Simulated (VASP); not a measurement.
# CaSe (Fm-3m) in VASP: notebook, part 2 of 2

VASP 6.6.1. The steps go on from the part before.

### Step 3. Single point, r2SCAN

Contents of INCAR:

```
ADDGRID = F ; ALGO = Normal
EDIFF = 1E-6 ; ENCUT = 550
ISIF = 2 ; ISMEAR = 0
LASPH = T ; LCHARG = F
LMIXTAU = T ; LREAL = F
LWAVE = F ; METAGGA = R2SCAN
NBANDS = 15 ; NELM = 100
PREC = Accurate ; SIGMA = 0.05
```

Contents of KPOINTS:

```
k-points
0
Gamma
  6 6 6
```

Contents of POSCAR:

```
CaSe
1.0
    0.0000000000      2.9560000000      2.9560000000
    2.9560000000      0.0000000000      2.9560000000
    2.9560000000      2.9560000000      0.0000000000
Se Ca
1 1
Direct
    0.5137070000      0.4880300000      0.5023060000
    0.0084580000     -0.0027510000     -0.0091450000
```

Potentials or basis: VASP PAW PBE potentials, release 64 (Se, Ca_sv).

The run is started by

```
cat potpaw_PBE.64/Se/POTCAR potpaw_PBE.64/Ca_sv/POTCAR > POTCAR
mpirun -np 1 vasp_std > vasp.out
```

OUTCAR:

```text
EDIFF = 1E-6
   ENCUT = 550
   ISIF = 2
   ISMEAR = 0
   LASPH = T
   LREAL = F
   METAGGA = R2SCAN
   NELM = 100
   PREC = Accurate

 Found    112 irreducible k-points:

 Following reciprocal coordinates:
            Coordinates               Weight
  0.000000  0.000000  0.000000      1.000000
  0.166667  0.000000  0.000000      2.000000
  0.000000  0.166667  0.000000      2.000000
  0.000000  0.000000  0.166667      2.000000
  0.166667  0.166667  0.166667      2.000000
  0.333333  0.000000  0.000000      2.000000
   k-points           NKPTS =    112   k-points in BZ     NKDIM =    112   number of bands    NBANDS=     15
   number of dos      NEDOS =    301   number of ions     NIONS =      2
   total plane-waves  NPLWV =  32768
   dimension x,y,z NGX =    32 NGY =   32 NGZ =   32
   dimension x,y,z NGXF=    64 NGYF=   64 NGZF=   64
   ions per type =               1   1
   NGX,Y,Z   is equivalent  to a cutoff of  12.73, 12.73, 12.73 a.u.
   NGXF,Y,Z  is equivalent  to a cutoff of  25.45, 25.45, 25.45 a.u.
 SYSTEM =  unknown system
   PREC   = accura    normal or accurate (medium, high low for compatibility)
   ISTART =      0    job   : 0-new  1-cont  2-samecut
   ICHARG =      2    charge: 1-file 2-atom 10-const
   ISPIN  =      1    spin polarized calculation?
   LNONCOLLINEAR =      F non collinear calculations
   LSORBIT =      F    spin-orbit coupling
   LASPH  =      T    aspherical Exc in radial PAW
   ENCUT  =  550.0 eV  40.42 Ry    6.36 a.u.   7.99  7.99  7.99*2*pi/ulx,y,z
   NELM   =    100;   NELMIN=  2; NELMDL= -5     # of ELM steps
   EDIFF  = 0.1E-05   stopping-criterion for ELM
   LREAL  =      F    real-space projection
   EDIFFG = 0.1E-04   stopping-criterion for IOM
   NSW    =      0    number of steps for IOM
   IBRION =     -1    ionic relax: 0-MD 1-quasi-New 2-CG
   NFREE  =      0    steps in history (QN), initial steepest desc. (CG)
   ISIF   =      2    stress and relaxation
   ISYM   =      2    0-nonsym 1-usesym 2-fastsym
   POTIM  = 0.5000    time-step for ionic-motion
   TEBEG  =    0.0;   TEEND  =   0.0 temperature during run
   PSTRESS=    0.0 pullay stress
   NELECT =      16.0000    total number of electrons
   NUPDOWN=      -1.0000    fix difference up-down
   EMIN   =  10.00;   EMAX   =-10.00  energy-range for DOS
   EFERMI =   0.00;   METHOD = LEGACY
   ISMEAR =     0;   SIGMA  =   0.05  broadening in eV -4-tet -1-fermi 0-gaus
   EFERMI_NEDOS =   21; number of points for ismear=-14 and -15
   IALGO  =     38    algorithm
   IMIX   =      4    mixing-type and parameters
     AMIX     =   0.40;   BMIX     =  1.00
     AMIX_MAG =   1.60;   BMIX_MAG =  1.00
  volume/ion in A,a.u.               =      25.83       174.30
  Fermi-wavevector in a.u.,A,eV,Ry     =   1.107645  2.093145 16.692666  1.226876
  Thomas-Fermi vector in A             =   2.244161
   LORBIT       =      0    0 simple, 1 ext, 2 COOP (PROOUT), +10 PAW based schemes
   METAGGA = R2SCAN    functional components
   LHFCALC =     F    Hartree Fock is set to
   AEXX    =    0.0000 exact exchange contribution
   IVDW    =     0    specifies the selected vdW correction
   LEPSILON=     F    determine dielectric tensor
   LRPA    =     F    only Hartree local field effects (RPA)
 non-spin polarized calculation
 Gauss-broadening in eV      SIGMA  =   0.05
  energy-cutoff  :      550.00
  volume of cell :       51.66
 maximum number of plane-waves:      1527
   NGX = 15   NGY = 15   NGZ = 15

 number of electron      16.0000000 magnetization

 Free energy of the ion-electron system (eV)
  ---------------------------------------------------
  ext. energy  EPLUGINS =         0.00000000
  ---------------------------------------------------
  free energy    TOTEN  =       -25.97235774 eV

  energy without entropy =      -25.97235774  energy(sigma->0) =      -25.97235774

 E-fermi :   2.4619     XC(G=0):  -9.5870

 val. band max:        2.1917319920   @ k =   0.0000   0.0000   0.0000
 cond. band min:       4.6860841598   @ k =   0.5000   0.0000   0.5000
 fundamental gap:      2.4943521679
 Fermi energy:         2.4618841557

 k-point     1 :       0.0000    0.0000    0.0000
  band No.  band energies     occupation
      1     -39.0945      2.00000
      2     -19.2070      2.00000
      3     -19.2064      2.00000
      4     -19.2063      2.00000
      5     -10.0040      2.00000
      6       2.1898      2.00000
      7       2.1916      2.00000
      8       2.1917      2.00000
      9       6.3426      0.00000
     10       6.4227      0.00000
     11       6.4279      0.00000
     12       6.4295      0.00000
     13       7.0235      0.00000
     14       7.0336      0.00000
     15      12.6700      0.00000

 k-point     2 :       0.1667    0.0000    0.0000
  band No.  band energies     occupation
      1     -39.0928      2.00000
      2     -19.2367      2.00000
      3     -19.2086      2.00000
      4     -19.2082      2.00000
      5      -9.8372      2.00000
      6       1.0511      2.00000
      7       1.8138      2.00000
      8       1.8163      2.00000
      9       6.4048      0.00000
     10       6.7917      0.00000
     11       6.7926      0.00000
     12       7.6714      0.00000
     13       7.7344      0.00000
     14       7.7951      0.00000
     15      12.7251      0.00000

 k-point     3 :       0.0000    0.1667    0.0000
  band No.  band energies     occupation
      1     -39.0928      2.00000
      2     -19.2367      2.00000
      3     -19.2085      2.00000
      4     -19.2082      2.00000
      5      -9.8373      2.00000
      6       1.0518      2.00000
      7       1.8132      2.00000
      8       1.8152      2.00000
      9       6.4069      0.00000
     10       6.7916      0.00000
     11       6.7938      0.00000
     12       7.6804      0.00000
     13       7.7341      0.00000
     14       7.7848      0.00000
     15      12.7227      0.00000

 k-point     4 :       0.0000    0.0000    0.1667
  band No.  band energies     occupation
      1     -39.0928      2.00000
      2     -19.2368      2.00000
      3     -19.2085      2.00000
      4     -19.2082      2.00000
      5      -9.8373      2.00000
      6       1.0523      2.00000
      7       1.8132      2.00000
      8       1.8137      2.00000
      9       6.4086      0.00000
     10       6.7923      0.00000
     11       6.7939      0.00000
     12       7.6898      0.00000
     13       7.7329      0.00000
     14       7.7754      0.00000
     15      12.7209      0.00000

 k-point     5 :       0.1667    0.1667    0.1667
  band No.  band energies     occupation
      1     -39.0928      2.00000
      2     -19.2366      2.00000
      3     -19.2086      2.00000
      4     -19.2082      2.00000
      5      -9.8372      2.00000
      6       1.0515      2.00000
      7       1.8134      2.00000
      8       1.8158      2.00000
      9       6.4058      0.00000
     10       6.7915      0.00000
     11       6.7934      0.00000
     12       7.6756      0.00000
     13       7.7343      0.00000
     14       7.7902      0.00000
     15      12.7239      0.00000

 k-point     6 :       0.3333    0.0000    0.0000
  band No.  band energies     occupation
      1     -39.0894      2.00000
      2     -19.2955      2.00000
      3     -19.2122      2.00000
      4     -19.2118      2.00000
      5      -9.4760      2.00000
      6      -0.4675      2.00000
      7       1.2384      2.00000
      8       1.2401      2.00000
      9       6.7188      0.00000
     10       7.6531      0.00000
     11       7.6539      0.00000
     12       8.9771      0.00000
     13       9.2344      0.00000
     14       9.2429      0.00000
     15      12.3998      0.00000

 [... further k-points ...]
[... 5 lines left out ...]
  --------------------------------------------------------------------------------------
  -------------------------------------------------------------------------------------
  Total        0.2664591      0.3219326      0.2685903     -0.0017920      0.0030075      0.0001803
  in kB        8.2641433      9.9846374      8.3302425     -0.0555779      0.0932771      0.0055925
  external PRESSURE =       8.8596744 kB  Pullay stress =       0.0000000 kB

 VOLUME and BASIS-vectors are now :
 -----------------------------------------------------------------------------
  energy-cutoff  :      550.00
  volume of cell :       51.66
      direct lattice vectors                 reciprocal lattice vectors
     0.000000000  2.956000000  2.956000000    -0.169147497  0.169147497  0.169147497
     2.956000000  0.000000000  2.956000000     0.169147497 -0.169147497  0.169147497
     2.956000000  2.956000000  0.000000000     0.169147497  0.169147497 -0.169147497

 POSITION                                       TOTAL-FORCE (eV/Angst)
 -----------------------------------------------------------------------------------
      2.92743      3.00333      2.96113        -0.022563     -0.170158      0.039821
      5.87684      2.95397      2.97287         0.022563      0.170158     -0.039821
 -----------------------------------------------------------------------------------
    total drift:                                0.001181      0.000944      0.001180

  FREE ENERGIE OF THE ION-ELECTRON SYSTEM (eV)
  ---------------------------------------------------
  free  energy   TOTEN  =       -25.9723577420 eV

  energy  without entropy=      -25.9723577420  energy(sigma->0) =      -25.97235774
```

Wall time 3.4 min (1 thread of Intel Xeon Platinum 8488C (Sapphire Rapids), shared host); peak memory 0.25 GiB.

These settings aren't checked as converged: the numbers below hold their error.

What came out:

* Free energy: -25.9724 eV
* Pressure: 0.9 GPa
* Largest force: 0.176 eV/Å
* Band gap on the k mesh: 2.49 eV, indirect (least direct gap 3.44 eV)

Caveat: the PAW data sets were made with another functional, which shifts forces and pressure a little.

### Step 4. Single point, r2SCAN

Edit INCAR of step 3 so:

```diff
@@ -1,3 +1,3 @@
 ADDGRID = F ; ALGO = Normal
-EDIFF = 1E-6 ; ENCUT = 550
+EDIFF = 1E-6 ; ENCUT = 450
 ISIF = 2 ; ISMEAR = 0
```

Contents of KPOINTS:

```
k-points
0
Gamma
  7 7 7
```

Contents of POSCAR:

```
CaSe
1.0
    0.0000000000      2.9560000000      2.9560000000
    2.9560000000      0.0000000000      2.9560000000
    2.9560000000      2.9560000000      0.0000000000
Se Ca
1 1
Direct
    0.5000000000      0.5000000000      0.5000000000
    0.0000000000      0.0000000000      0.0000000000
```

The run is started by

```
cat potpaw_PBE.64/Se/POTCAR potpaw_PBE.64/Ca_sv/POTCAR > POTCAR
mpirun -np 1 vasp_std > vasp.out
```

Wall time 69 s (1 thread of Intel Xeon Platinum 8488C (Sapphire Rapids), shared host); peak memory 0.17 GiB.

The run converged, but some of its settings lie outside the range that counts as converged, so its numbers aren't taken as properties of the crystal.

What came out:

```
Free energy            : -25.9756 eV
Pressure               : 0.9 GPa
Band gap on the k mesh : 2.55 eV, indirect (least direct gap 3.48 eV)
```

Caveat: the PAW data sets were made with another functional, which shifts forces and pressure a little; an odd mesh through Γ misses points on the zone boundary, where band edges often lie.

### Step 5. Single point, r2SCAN

INCAR is that of step 4.

KPOINTS is that of step 4.

Contents of POSCAR:

```
CaSe
1.0
    0.0000000000      2.9560000000      2.9560000000
    2.9560000000      0.0000000000      2.9560000000
    2.9560000000      2.9560000000      0.0000000000
Se Ca
1 1
Direct
    0.5137070000      0.4880300000      0.5023060000
    0.0084580000     -0.0027510000     -0.0091450000
```

The run is started by

```
cat potpaw_PBE.64/Se/POTCAR potpaw_PBE.64/Ca_sv/POTCAR > POTCAR
mpirun -np 1 vasp_std > vasp.out
```

It took 5.9 min on 1 thread of Intel Xeon Platinum 8488C (Sapphire Rapids), shared host; peak memory 0.25 GiB.

The run converged, but some of its settings lie outside the range that counts as converged, so its numbers aren't taken as properties of the crystal.

Results:

| Quantity | Value |
| --- | --- |
| Free energy | -25.9710 eV |
| Pressure | 0.8 GPa |
| Largest force | 0.176 eV/Å |
| Band gap on the k mesh | 2.56 eV, indirect (least direct gap 3.48 eV) |

Caveat: the PAW data sets were made with another functional, which shifts forces and pressure a little; an odd mesh through Γ misses points on the zone boundary, where band edges often lie.

### Step 6. Single point, r2SCAN

Edit INCAR of step 5 so:

```diff
@@ -2,3 +2,3 @@
 EDIFF = 1E-6 ; ENCUT = 450
-ISIF = 2 ; ISMEAR = 0
+ISIF = 2 ; ISMEAR = -5
 LASPH = T ; LCHARG = F
```

KPOINTS is that of step 5.

Contents of POSCAR:

```
CaSe
1.0
    0.0000000000      2.9560000000      2.9560000000
    2.9560000000      0.0000000000      2.9560000000
    2.9560000000      2.9560000000      0.0000000000
Se Ca
1 1
Direct
    0.5000000000      0.5000000000      0.5000000000
    0.0000000000      0.0000000000      0.0000000000
```

Potentials or basis: VASP PAW PBE potentials, release 64 (Se, Ca_sv).

The run is started by

```
cat potpaw_PBE.64/Se/POTCAR potpaw_PBE.64/Ca_sv/POTCAR > POTCAR
mpirun -np 1 vasp_std > vasp.out
```

Run time: 70 s. Hardware: 1 thread of Intel Xeon Platinum 8488C (Sapphire Rapids), shared host; peak memory 0.17 GiB.

These settings aren't checked as converged: the numbers below hold their error.

What came out:

```
Free energy            : -25.9756 eV
Pressure               : 0.9 GPa
Band gap on the k mesh : 2.55 eV, indirect (least direct gap 3.48 eV)
```

Caveat: the PAW data sets were made with another functional, which shifts forces and pressure a little; an odd mesh through Γ misses points on the zone boundary, where band edges often lie.

### Step 7. The reference run

An earlier run on the cell as given: functional PBEsol; potentials or basis VASP PAW PBE potentials, release 64 (Se, Ca_sv); cutoff 520 eV; k mesh 8 × 8 × 8; occupations fermi-dirac, width 0.05 eV; no spin polarisation.

* Pressure: -0.9 GPa
* Band gap on the k mesh: 1.92 eV, indirect (least direct gap 2.87 eV)
